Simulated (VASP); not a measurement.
# BN (Qingsongite) (F-43m) in VASP: further runs

Aim: see how the results for BN (Qingsongite) move with the level of theory and the settings. Levels: PBE, PBEsol. Tasks: relaxation of the atoms, relaxation of cell and atoms.

Everything below comes from runs of VASP 6.6.1. Logs are shortened: lines on timing, memory, paths and dates and some standing lists are left out, and cuts for length are marked.

**The experiment to reproduce.**

A printed reference work, monograph reports, for a bulk crystal of BN at 300 K: band gap 6.4 eV (indirect).

The results are compared with them further down.

### Step 1. The crystal as given

The structure is cubic, space group F-43m (No. 216). Conventional cell: a = 3.625 Å, b = 3.625 Å, c = 3.625 Å, α = 90.00°, β = 90.00°, γ = 90.00°. B (site symmetry -43m) is surrounded by 4 N at 1.57 Å. N (site symmetry -43m) is surrounded by 4 B at 1.57 Å.

### Step 2. Relaxation of the atoms, PBE

INCAR

```
PREC     = Accurate       # precision mode
ENCUT    = 600            # plane-wave cutoff, eV
EDIFF    = 1E-7           # SCF threshold, eV
ISMEAR   = 0              # smearing method
SIGMA    = 0.03           # smearing width, eV
LREAL    = F              # projectors in reciprocal space
LASPH    = T              # aspherical terms in the spheres
NELM     = 80             # most SCF steps
ALGO     = Normal         # electronic algorithm
ISIF     = 2              # what is computed and relaxed
LWAVE    = F              # write WAVECAR
LCHARG   = F              # write CHGCAR
GGA      = PE             # functional
IBRION   = 2              # ionic algorithm
NSW      = 40             # ionic steps
EDIFFG   = -0.01          # ionic threshold
```

KPOINTS

```
Automatic mesh
0
Gamma
  14 14 14
```

POSCAR

```
BN                                      
1.0
    0.0000000000      1.8122822379      1.8122822379
    1.8122822379      0.0000000000      1.8122822379
    1.8122822379      1.8122822379      0.0000000000
  B               N             
     1     1
Direct
     0.0000000000000000    0.0000000000000000    0.0000000000000000
     0.2500000000000000    0.2500000000000000    0.2500000000000000
```

Potentials or basis: VASP PAW PBE potentials, release 64 (B, N).

On the command line:

```console
> cat potpaw_PBE.64/B/POTCAR potpaw_PBE.64/N/POTCAR > POTCAR
> mpirun -np 1 vasp_std > vasp.out
```

OUTCAR:

```text
PREC = Accurate
   ENCUT = 600
   EDIFF = 1E-7
   ISMEAR = 0
   LREAL = F
   LASPH = T
   NELM = 80
   ISIF = 2
   GGA = PE
   IBRION = 2
   NSW = 40
   EDIFFG = -0.01

 ion  position               nearest neighbor table
   1  0.000  0.000  0.000-   2 1.57   2 1.57   2 1.57   2 1.57
   2  0.250  0.250  0.250-   1 1.57   1 1.57   1 1.57   1 1.57

  LATTYP: Found a face centered cubic cell.
 ALAT       =     3.6245644758

  Lattice vectors:

 A1 = (   0.0000000000,   1.8122822379,   1.8122822379)
 A2 = (   1.8122822379,   0.0000000000,   1.8122822379)
 A3 = (   1.8122822379,   1.8122822379,   0.0000000000)

Analysis of symmetry for initial positions (statically):
=====================================================================
 Subroutine PRICEL returns:
 Original cell was already a primitive cell.

 Routine SETGRP: Setting up the symmetry group for a
 face centered cubic supercell.

 Subroutine GETGRP returns: Found 24 space group operations
 (whereof 24 operations were pure point group operations)
 out of a pool of 48 trial point group operations.

The static configuration has the point symmetry T_d .

Analysis of symmetry for dynamics (positions and initial velocities):
=====================================================================
 Subroutine PRICEL returns:
 Original cell was already a primitive cell.

 Routine SETGRP: Setting up the symmetry group for a
 face centered cubic supercell.

 Subroutine GETGRP returns: Found 24 space group operations
 (whereof 24 operations were pure point group operations)
 out of a pool of 48 trial point group operations.

The dynamic configuration has the point symmetry T_d .

 Subroutine INISYM returns: Found 24 space group operations
 (whereof 24 operations are pure point group operations),
 and found     1 'primitive' translations

----------------------------------------------------------------------------------------

                                     Primitive cell

  volume of cell :      11.9044

  direct lattice vectors                    reciprocal lattice vectors
     0.000000000  1.812282238  1.812282238    -0.275895216  0.275895216  0.275895216
     1.812282238  0.000000000  1.812282238     0.275895216 -0.275895216  0.275895216
     1.812282238  1.812282238  0.000000000     0.275895216  0.275895216 -0.275895216

  length of vectors
     2.562954120  2.562954120  2.562954120     0.477864532  0.477864532  0.477864532
[... 86 lines left out ...]
   NFREE  =      1    steps in history (QN), initial steepest desc. (CG)
   ISIF   =      2    stress and relaxation
   ISYM   =      2    0-nonsym 1-usesym 2-fastsym
   POTIM  = 0.5000    time-step for ionic-motion
   TEBEG  =    0.0;   TEEND  =   0.0 temperature during run
   PSTRESS=    0.0 pullay stress
   NELECT =       8.0000    total number of electrons
   NUPDOWN=      -1.0000    fix difference up-down
   EMIN   =  10.00;   EMAX   =-10.00  energy-range for DOS
   EFERMI =   0.00;   METHOD = LEGACY
   ISMEAR =     0;   SIGMA  =   0.03  broadening in eV -4-tet -1-fermi 0-gaus
   EFERMI_NEDOS =   21; number of points for ismear=-14 and -15
   IALGO  =     38    algorithm
   IMIX   =      4    mixing-type and parameters
     AMIX     =   0.40;   BMIX     =  1.00
     AMIX_MAG =   1.60;   BMIX_MAG =  1.00
  volume/ion in A,a.u.               =       5.95        40.17
  Fermi-wavevector in a.u.,A,eV,Ry     =   1.433955  2.709783 27.976684  2.056228
  Thomas-Fermi vector in A             =   2.553417
   LORBIT       =      0    0 simple, 1 ext, 2 COOP (PROOUT), +10 PAW based schemes
   GGA     = PE    functional components
   LHFCALC =     F    Hartree Fock is set to
   AEXX    =    0.0000 exact exchange contribution
   IVDW    =     0    specifies the selected vdW correction
   LEPSILON=     F    determine dielectric tensor
   LRPA    =     F    only Hartree local field effects (RPA)
 conjugate gradient relaxation of ions
 non-spin polarized calculation
 Gauss-broadening in eV      SIGMA  =   0.03
  energy-cutoff  :      600.00
  volume of cell :       11.90
 maximum number of plane-waves:       411
   NGX = 11   NGY = 11   NGZ = 11

 number of electron       7.9999999 magnetization

 Free energy of the ion-electron system (eV)
  ---------------------------------------------------
  ext. energy  EPLUGINS =         0.00000000
  ---------------------------------------------------
  free energy    TOTEN  =       -17.45460453 eV

  energy without entropy =      -17.45460453  energy(sigma->0) =      -17.45460453

 E-fermi :   7.5329     XC(G=0): -12.7831

 val. band max:        7.3052620623   @ k =   0.0000   0.0000   0.0000
 cond. band min:      11.7562985408   @ k =   0.5000   0.5000   0.0000
 fundamental gap:      4.4510364785
 Fermi energy:         7.5329372791

 k-point     1 :       0.0000    0.0000    0.0000
  band No.  band energies     occupation
      1     -12.8357      2.00000
      2       7.3053      2.00000
      3       7.3053      2.00000
      4       7.3053      2.00000
      5      16.0872      0.00000
      6      16.0872      0.00000
      7      16.0872      0.00000
      8      17.5266      0.00000
[... 243 lines left out ...]
 k-point    24 :       0.2857    0.1429    0.0000
  band No.  band energies     occupation
      1     -11.0828      2.00000
      2       2.2953      2.00000
      3       4.9801      2.00000
      4       5.4571      2.00000
      5      15.5067      0.00000
      6      18.8778      0.00000
      7      19.3901      0.00000
      8      20.0497      0.00000

 [... further k-points ...]

------------------------ aborting loop because EDIFF is reached ----------------------------------------

  FORCE on cell =-STRESS in cart. coord.  units (eV):
  Direction    XX          YY          ZZ          XY          YZ          ZX
  --------------------------------------------------------------------------------------
  -------------------------------------------------------------------------------------
  Total       -0.0002431     -0.0002431     -0.0002431      0.0000000      0.0000000      0.0000000
  in kB       -0.0327131     -0.0327131     -0.0327131      0.0000000      0.0000000      0.0000000
  external PRESSURE =      -0.0327131 kB  Pullay stress =       0.0000000 kB

 VOLUME and BASIS-vectors are now :
 -----------------------------------------------------------------------------
  energy-cutoff  :      600.00
  volume of cell :       11.90
      direct lattice vectors                 reciprocal lattice vectors
     0.000000000  1.812282238  1.812282238    -0.275895216  0.275895216  0.275895216
     1.812282238  0.000000000  1.812282238     0.275895216 -0.275895216  0.275895216
     1.812282238  1.812282238  0.000000000     0.275895216  0.275895216 -0.275895216

 POSITION                                       TOTAL-FORCE (eV/Angst)
 -----------------------------------------------------------------------------------
      0.00000      0.00000      0.00000        -0.000000      0.000000     -0.000000
      0.90614      0.90614      0.90614         0.000000     -0.000000      0.000000
 -----------------------------------------------------------------------------------
    total drift:                                0.000000      0.000000      0.000000

  FREE ENERGIE OF THE ION-ELECTRON SYSTEM (eV)
  ---------------------------------------------------
  free  energy   TOTEN  =       -17.4546045284 eV

  energy  without entropy=      -17.4546045284  energy(sigma->0) =      -17.45460453

 reached required accuracy - stopping structural energy minimisation
```

OSZICAR:

```text
N       E                     dE             d eps       ncg     rms          rms(c)
DAV:   1     0.138815605464E+02    0.13882E+02   -0.57555E+03  1704   0.112E+03
DAV:   2    -0.181308066280E+02   -0.32012E+02   -0.31272E+02  2336   0.206E+02
DAV:   3    -0.184078747078E+02   -0.27707E+00   -0.27707E+00  2000   0.222E+01
DAV:   4    -0.184081214517E+02   -0.24674E-03   -0.24674E-03  2280   0.595E-01
DAV:   5    -0.184081215531E+02   -0.10138E-06   -0.10138E-06  1904   0.881E-03    0.664E+00
DAV:   6    -0.175395225165E+02    0.86860E+00   -0.34515E+00  2272   0.143E+01    0.324E+00
DAV:   7    -0.174686865071E+02    0.70836E-01   -0.89160E-02  2256   0.300E+00    0.188E+00
DAV:   8    -0.174543072094E+02    0.14379E-01   -0.41458E-02  1960   0.188E+00    0.188E-01
DAV:   9    -0.174545230178E+02   -0.21581E-03   -0.56395E-04  1744   0.263E-01    0.748E-02
DAV:  10    -0.174545997134E+02   -0.76696E-04   -0.13969E-04  2416   0.126E-01    0.156E-02
DAV:  11    -0.174546044795E+02   -0.47661E-05   -0.73587E-06  1912   0.276E-02    0.653E-03
DAV:  12    -0.174546045090E+02   -0.29507E-07   -0.12961E-06  2128   0.101E-02    0.452E-04
DAV:  13    -0.174546045284E+02   -0.19396E-07   -0.26664E-08   840   0.186E-03
   1 F= -.17454605E+02 E0= -.17454605E+02  d E =-.174546E+02
```

It took 9.8 s on 1 thread of Intel Xeon Platinum 8488C (Sapphire Rapids), shared host; peak memory 0.12 GiB.

What came out:

- Free energy: -17.4546 eV
- Pressure after relaxing: 0.0 GPa
- Band gap on the k mesh: 4.45 eV, indirect (least direct gap 8.78 eV)

Final structure:
```
B N
1.0
     0.00000    1.81228    1.81228
     1.81228    0.00000    1.81228
     1.81228    1.81228    0.00000
B N
1 1
Cartesian
  0.0000 0.0000 0.0000
  0.9061 0.9061 0.9061
```

Caveat: the relaxation stopped at its first step, so nothing moved.

### Step 3. Relaxation of the atoms, PBE (a relaxed cell with its volume scaled by 1.02)

INCAR is that of step 2.

KPOINTS is that of step 2.

POSCAR

```
BN                                      
1.0
    0.0000000000      1.8242844568      1.8242844568
    1.8242844568      0.0000000000      1.8242844568
    1.8242844568      1.8242844568      0.0000000000
  B               N             
     1     1
Direct
     0.0000000000000000    0.0000000000000000    0.0000000000000000
     0.2500000000000000    0.2500000000000000    0.2500000000000000
```

Potentials or basis: VASP PAW PBE potentials, release 64 (B, N).

On the command line:

```console
> cat potpaw_PBE.64/B/POTCAR potpaw_PBE.64/N/POTCAR > POTCAR
> mpirun -np 1 vasp_std > vasp.out
```

Wall time 10 s (1 thread of Intel Xeon Platinum 8488C (Sapphire Rapids), shared host); peak memory 0.13 GiB.

It converged, with:

| Property | Result |
| --- | --- |
| Free energy | -17.4499 eV |
| Pressure after relaxing | -7.2 GPa |
| Band gap on the k mesh | 4.43 eV, indirect (least direct gap 8.69 eV) |

Final structure:
```
B N
1.0
     0.00000    1.82428    1.82428
     1.82428    0.00000    1.82428
     1.82428    1.82428    0.00000
B N
1 1
Cartesian
  0.0000 0.0000 0.0000
  0.9121 0.9121 0.9121
```

Levels at points of the mesh, in eV from the valence-band top:
| k point | band 1 | band 2 | band 3 | band 4 | band 5 | band 6 | band 7 | band 8 |
| --- | --- | --- | --- | --- | --- | --- | --- | --- |
| (0.00, 0.00, 0.00) | -19.92 | 0.00 | 0.00 | 0.00 | 8.69 | 8.69 | 8.69 | 9.90 |
| (0.50, 0.00, 0.00) | -15.83 | -10.44 | -1.89 | -1.89 | 9.79 | 10.55 | 10.55 | 14.97 |
| (0.50, 0.50, 0.00) | -14.50 | -8.74 | -4.77 | -4.77 | 4.43 | 9.07 | 17.50 | 17.50 |

Caveat: the relaxation stopped at its first step, so nothing moved.

### Step 4. Relaxation of the atoms, PBE (a relaxed cell with its volume scaled by 1.04)

INCAR is that of step 3.

KPOINTS is that of step 3.

POSCAR

```
BN                                      
1.0
    0.0000000000      1.8361307917      1.8361307917
    1.8361307917      0.0000000000      1.8361307917
    1.8361307917      1.8361307917      0.0000000000
  B               N             
     1     1
Direct
     0.0000000000000000    0.0000000000000000    0.0000000000000000
     0.2500000000000000    0.2500000000000000    0.2500000000000000
```

On the command line:

```console
> cat potpaw_PBE.64/B/POTCAR potpaw_PBE.64/N/POTCAR > POTCAR
> mpirun -np 1 vasp_std > vasp.out
```

Wall time 8.6 s (1 thread of Intel Xeon Platinum 8488C (Sapphire Rapids), shared host); peak memory 0.13 GiB.

It converged, with:

```yaml
Free_energy: -17.4351 eV
Pressure_after_relaxing: -13.7 GPa
Band_gap_on_the_k_mesh: 4.41 eV, indirect (least direct gap 8.60 eV)
```

Final structure:
```
B N
1.0
     0.00000    1.83613    1.83613
     1.83613    0.00000    1.83613
     1.83613    1.83613    0.00000
B N
1 1
Direct
  0.00000 0.00000 0.00000
  0.25000 0.25000 0.25000
```

Levels at points of the mesh, in eV from the valence-band top:
| k point | band 1 | band 2 | band 3 | band 4 | band 5 | band 6 | band 7 | band 8 |
| --- | --- | --- | --- | --- | --- | --- | --- | --- |
| (0.00, 0.00, 0.00) | -19.70 | 0.00 | 0.00 | 0.00 | 8.60 | 8.60 | 8.60 | 9.59 |
| (0.50, 0.00, 0.00) | -15.71 | -10.27 | -1.85 | -1.85 | 9.54 | 10.44 | 10.44 | 14.77 |
| (0.50, 0.50, 0.00) | -14.41 | -8.62 | -4.68 | -4.68 | 4.41 | 8.96 | 17.20 | 17.20 |

Caveat: the relaxation stopped at its first step, so nothing moved.

### Step 5. Relaxation of the atoms, PBE (a relaxed cell with its volume scaled by 1.06)

INCAR is that of step 4.

KPOINTS is that of step 4.

POSCAR

```
BN                                      
1.0
    0.0000000000      1.8478262076      1.8478262076
    1.8478262076      0.0000000000      1.8478262076
    1.8478262076      1.8478262076      0.0000000000
  B               N             
     1     1
Direct
     0.0000000000000000    0.0000000000000000    0.0000000000000000
     0.2500000000000000    0.2500000000000000    0.2500000000000000
```

On the command line:

```console
> cat potpaw_PBE.64/B/POTCAR potpaw_PBE.64/N/POTCAR > POTCAR
> mpirun -np 1 vasp_std > vasp.out
```

It took 16 s on 1 thread of Intel Xeon Platinum 8488C (Sapphire Rapids), shared host; peak memory 0.14 GiB.

The run converged. Its results:

| Quantity | Value |
| --- | --- |
| Free energy | -17.4109 eV |
| Pressure after relaxing | -19.6 GPa |
| Band gap on the k mesh | 4.39 eV, indirect (least direct gap 8.50 eV) |

Final structure:
```
CELL_PARAMETERS angstrom
0.00000 1.84783 1.84783
1.84783 0.00000 1.84783
1.84783 1.84783 0.00000
ATOMIC_POSITIONS crystal
B 0.00000 0.00000 0.00000
N 0.25000 0.25000 0.25000
```

Levels at points of the mesh, in eV from the valence-band top:
```tsv
k point	band 1	band 2	band 3	band 4	band 5	band 6	band 7	band 8
(0.00, 0.00, 0.00)	-19.50	0.00	0.00	0.00	8.50	8.50	8.50	9.29
(0.50, 0.00, 0.00)	-15.59	-10.10	-1.82	-1.82	9.30	10.34	10.34	14.58
(0.50, 0.50, 0.00)	-14.31	-8.50	-4.59	-4.59	4.39	8.85	16.92	16.92
```

Caveat: the relaxation stopped at its first step, so nothing moved. A k mesh can miss the band edges.

### Step 6. Relaxation of cell and atoms, PBEsol

This run uses another cell than the first one, of 5.91 Å³/atom, 0.992 times its volume.

INCAR

```
SYSTEM = BN
PREC = Accurate
ENCUT = 600
EDIFF = 1E-6
ISMEAR = 0
SIGMA = 0.03
LREAL = .False.
LASPH = .True.
NELM = 80
ALGO = Normal
ISIF = 3
LWAVE = .False.
LCHARG = .False.
GGA = PS
IBRION = 2
NSW = 90
EDIFFG = -0.01
```

KPOINTS

```
regular mesh
0
Gamma
  14 14 14
  0 0 0
```

POSCAR

```
BN
1.0
    0.0000000000      1.8075000000      1.8075000000
    1.8075000000      0.0000000000      1.8075000000
    1.8075000000      1.8075000000      0.0000000000
B N
1 1
Direct
    0.0000000000      0.0000000000      0.0000000000
    0.2500000000      0.2500000000      0.2500000000
```

Potentials or basis: VASP PAW PBE potentials, release 64 (B, N).

On the command line:

```console
> cat potpaw_PBE.64/B/POTCAR potpaw_PBE.64/N/POTCAR > POTCAR
> mpirun -np 1 vasp_std > vasp.out
```

It took 27 s on 1 thread of Intel Xeon Platinum 8375C at 2.90GHz (Ice Lake), shared host; peak memory 0.13 GiB.

The run converged. Its results:

```yaml
Free_energy: -18.3510 eV
Relaxed_volume: 5.86 Å³/atom
Relaxed_cell: a = 2.550 Å, b = 2.550 Å, c = 2.550 Å, α = 60.00°, β = 60.00°, γ = 60.00°
Space_group_after_relaxing_to_0.05_Å: F-43m (No. 216)
Energy_gained_by_relaxing: 0.3 meV/atom
Ionic_steps: 3
Pressure_after_relaxing: 0.0 GPa
Band_gap_on_the_k_mesh: 4.28 eV, indirect (least direct gap 8.79 eV)
```

The path:
```tsv
step	energy change (eV)	largest force (eV/Å)	pressure (GPa)	volume (Å³)
1	0.0000	0.0000	-2.64	11.81
2	0.0001	0.0000	2.83	11.64
3	-0.0007	0.0000	0.00	11.73
```

Final structure:
```xyz
2
Lattice="0.0000 1.8033 1.8033 1.8033 0.0000 1.8033 1.8033 1.8033 0.0000" Properties=species:S:1:pos:R:3 pbc="T T T"
B     0.0000    0.0000    0.0000
N     0.9017    0.9017    0.9017
```

Levels at points of the mesh, in eV from the valence-band top:
| k point | band 1 | band 2 | band 3 | band 4 | band 5 | band 6 | band 7 | band 8 |
| --- | --- | --- | --- | --- | --- | --- | --- | --- |
| (0.00, 0.00, 0.00) | -20.33 | 0.00 | 0.00 | 0.00 | 8.79 | 8.79 | 8.79 | 10.38 |
| (0.50, 0.00, 0.00) | -16.03 | -10.84 | -1.96 | -1.96 | 10.18 | 10.66 | 10.66 | 15.15 |
| (0.50, 0.50, 0.00) | -14.64 | -9.01 | -4.97 | -4.97 | 4.28 | 9.13 | 17.98 | 17.98 |

Caveat: the PAW data sets were made with another functional, which shifts forces and pressure a little. A k mesh can miss the band edges.

### Step 7. The runs side by side

| task | level | cell | gap on the mesh (eV) | pressure (GPa) |
| --- | --- | --- | --- | --- |
| relaxation of the atoms | PBE | atoms relaxed | 4.45 | 0.0 |
| relaxation of the atoms | PBE | atoms relaxed from: a relaxed cell with its volume scaled by 1.02 | 4.43 | -7.2 |
| relaxation of the atoms | PBE | atoms relaxed from: a relaxed cell with its volume scaled by 1.04 | 4.41 | -13.7 |
| relaxation of the atoms | PBE | atoms relaxed from: a relaxed cell with its volume scaled by 1.06 | 4.39 | -19.6 |
| relaxation of cell and atoms | PBEsol | relaxed | 4.28 | 0.0 |

Alike in all rows: potentials or basis VASP PAW PBE potentials, release 64 (B, N); no spin polarisation; k mesh 14 × 14 × 14; cutoff (eV) 600; smearing gaussian 0.03 eV.

Caveats: the relaxation stopped at its first step, so nothing moved (some runs); the PAW data sets were made with another functional, which shifts forces and pressure a little (some runs).

Absolute energies hang on the potentials; compare differences alone.

### Step 8. Comparison with measurements

Step 2. A measured gap of BN is 6.4 eV (indirect; 300 K; a printed reference work, monograph); the calculated 4.45 eV misses it by -1.95 eV. The value is that of PBE on a finite k mesh, which can miss the band edges, without temperature or zero-point motion. Semilocal functionals fall short of measured gaps as a rule.
